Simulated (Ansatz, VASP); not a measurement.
One calculation of InSb, two programs

INCAR

```
SYSTEM = InSb
ALGO     = Normal         ! electronic algorithm
EDIFF    = 1E-8           ! SCF threshold, eV
ENCUT    = 520            ! plane-wave cutoff, eV
GGA      = PS             ! functional
ISIF     = 2              ! what is computed and relaxed
ISMEAR   = -1             ! smearing method
LASPH    = .True.         ! aspherical terms in the spheres
LCHARG   = .False.        ! write CHGCAR
LEFG     = .True.       
LREAL    = .False.        ! projectors in reciprocal space
LWAVE    = .False.        ! write WAVECAR
NBANDS   = 16             ! bands
NELM     = 80             ! most SCF steps
PREC     = Accurate       ! precision mode
SIGMA    = 0.05           ! smearing width, eV
```

KPOINTS

```
k-points
0
Gamma
  9 9 9
  0 0 0
```

Contents of POSCAR:

```
InSb
1.0
    0.0000000000      3.1743180000      3.2391000000
    3.1743180000      0.0000000000      3.2391000000
    3.1743180000      3.1743180000      0.0000000000
In Sb
1 1
Direct
    0.0000000000      0.0000000000      0.0000000000
    0.7500000000      0.7500000000      0.7500000000
```

Input for Ansatz:

```yaml
crystal:
  lattice:
    - [0.0, 3.174318, 3.2391]
    - [3.174318, 0.0, 3.2391]
    - [3.174318, 3.174318, 0.0]
  atoms:
    - { symbol: In, position: [0.0, 0.0, 0.0] }
    - { symbol: Sb, position: [0.75, 0.75, 0.75] }
kpoints:
  mp_grid: { grid: [9, 9, 9] }
scf:
  occupations: { method: fermi_dirac, width: 0.05 }
hamiltonian:
  xc: pbesol
  pseudopotentials: { kind: all_electron, datasets: crystal }
output:
  forces: true
  stress: true
  eigenvalues: true
  efg: { contact_densities: true }
```

Change from the starting cell: equal xx and yy strain of -2 %, crystal datasets.

Alike in both runs: task electric field gradients; functional PBEsol; k mesh 9 × 9 × 9; occupations fermi-dirac, width 0.05 eV; no spin polarisation.

```csv
,VASP,Ansatz
version,VASP 6.6.1,Ansatz 0.2.0
potentials or method,"VASP PAW PBE potentials, release 64 (In_d, Sb)","all-electron PAW with datasets made for the crystal, scalar-relativistic"
plane-wave cutoff (eV),520,see its input
```

```csv
,VASP,Ansatz,Ansatz less VASP
pressure (GPa),2.9,2.9,-0.02
largest component of the traceless stress (GPa),0.37,0.37,-0.002
Vzz of the field gradient on the site that differs most (V/Å²),5.4,5.8,+0.48
```

Ansatz ran all-electron here, so the differences hold the error of VASP's frozen core and of both bases. Ansatz warned: «gradients_without_spin_orbit».

Caveats: the PAW data sets were made with another functional, which shifts forces and pressure a little (VASP). The runs have no spin-orbit coupling, so splittings on Sb are missing.
